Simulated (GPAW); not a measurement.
CsPbCl3:

```xyz
5
Lattice="5.6050 0.0000 0.0000 0.0000 5.6050 0.0000 0.0000 0.0000 5.6050" Properties=species:S:1:pos:R:3 pbc="T T T"
Pb    2.8025    2.8025    2.8025
Cs    0.0000    0.0000    0.0000
Cl    2.8025    0.0000    2.8025
Cl    0.0000    2.8025    2.8025
Cl    2.8025    2.8025    0.0000
```

Base run:

| Item | Value |
| --- | --- |
| Program | GPAW 26.7.0 |
| Functional | PBE |
| Potentials or basis | GPAW PAW data sets (gpaw-data 1.2.1) |
| Cutoff | 400 eV |
| Basis | pw |
| k mesh | 4 × 4 × 4 |
| Occupations | fermi-dirac, width 0.001 eV |
| Spin | no spin polarisation |

Its results: band gap on the k mesh 1.87 eV, direct; electronic dielectric tensor (diagonal) 3.72.

Question: The run is repeated on the same cell with these changes: functional from PBE to RPBE; potentials or basis from GPAW PAW data sets (gpaw-data 1.2.1) to the program's PAW data sets (release 1.2.1) made for this functional. What comes out?

Answer: Band gap on the k mesh 1.99 eV, direct; electronic dielectric tensor (diagonal) 3.58.

Caveats: the long-wavelength limit can be off by a per cent or two; spin-orbit coupling is left out, which as a rule narrows the gap of such compounds by several tenths of an eV; an odd mesh through Γ misses points on the zone boundary, where band edges often lie.
